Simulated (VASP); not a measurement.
Runs of VASP 6.6.1 on LiF. Symmetry: Fm-3m, No. 225, cubic system. The conventional cell has a = 4.083 Å, b = 4.083 Å, c = 4.083 Å, α = 90.00°, β = 90.00°, γ = 90.00°. Around Li (site symmetry m-3m) lie 6 F at 2.04 Å. F (site symmetry m-3m) has 6 Li at 2.04 Å as nearest neighbours. The cell is a database's computed one.

```csv
task,level,potentials or basis,cell,cutoff (eV),gap on the mesh (eV),pressure (GPa),relaxed volume (Å³/atom)
relaxation of cell and atoms,LDA,"VASP PAW LDA potentials, release 64 (Li_sv, F)",relaxed,600,9.79,0.1,(b)
relaxation of cell and atoms,PBE,"VASP PAW PBE potentials, release 64 (Li_sv, F)",relaxed,600,8.93,0.0,8.32
relaxation of cell and atoms,PBEsol,"VASP PAW PBE potentials, release 64 (Li, F)",relaxed,580,(a),0.0,(c)
relaxation of cell and atoms,PBE+D3(BJ),"VASP PAW PBE potentials, release 64 (Li_sv, F)",relaxed,600,9.39,0.0,7.90
single point,PBEsol,"VASP PAW PBE potentials, release 64 (Li_sv, F)",as given,520,8.57,-,-
```

Alike in all rows: no spin polarisation; k mesh 10 × 10 × 10; smearing gaussian 0.02 eV.

Task: Estimate the missing entries.

Result: (a) 9.07; (b) 7.39; (c) 8.03.

Caveats: the cutoff is under 1.25 times the usual one of these potentials, so pressure, stress and relaxed cells hold a basis-set (Pulay) error (some runs); the PAW data sets were made with another functional, which shifts forces and pressure a little (some runs).

A k mesh can miss the band edges.

The runs don't all hold the same shells in valence.
